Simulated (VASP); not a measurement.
# CaO in VASP: relaxing the cell with several functionals

The task here is to estimate one member of a computed series from the others.

Program: VASP 6.6.1. PAW datasets, plane waves, zero pressure. (Simulation; spin polarisation is off.)

### Starting point

It is cubic, Fm-3m (No. 225); conventional cell a = 4.709 Å, 13.05 Å³ an atom. Ca has 6 O at 2.35 Å; O has 6 Ca at 2.35 Å.

As a file:

Space group Fm-3m (No. 225). a = 4.709 Å, b = 4.709 Å, c = 4.709 Å, α = 90.00°, β = 90.00°, γ = 90.00°
| atom | site | symmetry | x | y | z |
| --- | --- | --- | --- | --- | --- |
| Ca | 4a | m-3m | 0.0000 | 0.0000 | 0.0000 |
| O | 4b | m-3m | 0.5000 | 0.0000 | 0.0000 |

The first run:

Contents of INCAR:

```
ENCUT = 600.000000
SIGMA = 0.020000
EDIFF = 1.00e-07
EDIFFG = -5.00e-03
GGA = PE
PREC = Accurate
IBRION = 2
ISIF = 3
ISMEAR = -1
NBANDS = 15
NELM = 120
NSW = 40
LASPH = .TRUE.
LCHARG = .FALSE.
LWAVE = .FALSE.
LREAL = .FALSE.
```

Contents of KPOINTS:

```
KPOINTS created by Atomic Simulation Environment
0
Gamma
8 8 8
0 0 0
```

Contents of POSCAR:

```
Ca O
 1.0000000000000000
     0.0000000000000000    2.3544280000000000    2.3544280000000000
     2.3544280000000000    0.0000000000000000    2.3544280000000000
     2.3544280000000000    2.3544280000000000    0.0000000000000000
 Ca  O
   1   1
Cartesian
  0.0000000000000000  0.0000000000000000  0.0000000000000000
  2.3544280000000000  2.3544280000000000  2.3544280000000000
```

Potentials: the recommended PBE PAW datasets, 16 valence electrons in the neutral cell.

Steps of the session up to this table: Relaxation with PBE; Relaxation with r2SCAN; Relaxation with PBEsol; LDA: cell and atoms.

One of the session's tables, all rows but one given; the rest of the session is left out.

```
 level  a (Å)  volume (Å³/atom)
   PBE      ?                 ?
r2SCAN  4.807            13.888
PBEsol  4.775            13.606
   LDA  4.717            13.123
```

**Question.** Estimate the row for PBE.

The run gave: a (Å): 4.838; volume (Å³/atom): 14.156. In the column «a (Å)» it is the highest.

What this shows: The PBE run changed the volume by +8.5 % from its own start of 13.05 Å³/atom. The volume spreads over 7.9 %, from LDA to PBE. LDA's volume lies 7.3 % below PBE's. A measured a is 4.8105 Å (a printed reference work, textbook); the misses are PBE +0.6 %, r2SCAN -0.1 %, PBEsol -0.7 %, LDA -1.9 %.

**Measured values.**

From a printed reference work, textbook, for a bulk crystal of CaO: lattice constant a 4.8105 Å.
